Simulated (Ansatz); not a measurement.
Input and command of a plane-wave DFT calculation in Ansatz:

```yaml
crystal:
  lattice:
    - [-3.835850029, -2.2146290468, 3.1315826579]
    - [3.835850029, -2.2146290468, 3.1315826579]
    - [0.0, 4.4292580937, 3.1315826578]
  atoms:
    - { symbol: Cu, position: [0.0085319845, 0.0085319845, 0.0085319845] }
    - { symbol: Cu, position: [0.5085319845, 0.5085319845, 0.0085319845] }
    - { symbol: Cu, position: [0.5085319845, 0.0085319845, 0.5085319845] }
    - { symbol: Cu, position: [0.0085319845, 0.5085319845, 0.5085319845] }
    - { symbol: Cl, position: [0.7584666855, 0.7584666855, 0.7584666855] }
    - { symbol: Cl, position: [0.2584666855, 0.2584666855, 0.7584666855] }
    - { symbol: Cl, position: [0.2584666855, 0.7584666855, 0.2584666855] }
    - { symbol: Cl, position: [0.7584666855, 0.2584666855, 0.2584666855] }
basis:
  ecutwfc: 420
kpoints:
  mp_grid: { grid: [6, 6, 6] }
hamiltonian:
  xc: pbe
scf:
  occupations: { method: gaussian, width: 0.01 }
output:
  forces: true
  stress: true
  eigenvalues: true
  write_density: true
  write_potential: true
  elf: true
  volumetric_format: npy
relax:
  adjacent_minimum: "off"
  f_tol: 0.015
  max_steps: 60
  cell: { stress_tol: 0.15 }
```

```bash
ansatz run input.yaml --threads 1 --pin off --max-ram 2560MiB --backend cpu --events-out ev --progress --plain --runs-dir out
```

Processor: Intel(R) Xeon(R) Platinum 8488C (Sapphire Rapids), 1 thread, on a host shared with other jobs.

Task: How long does it run, and how much memory does it take?

Result: About 59 s on 1 thread of Intel(R) Xeon(R) Platinum 8488C (Sapphire Rapids), on a shared host, peak memory 0.56 GiB. It solves 63 bands at 32 k points (the mesh reduced by the symmetry that the task leaves, which can be less than the crystal's) with about 3119 plane waves (on the last cell), in 12 SCF iterations over 2 ionic steps.
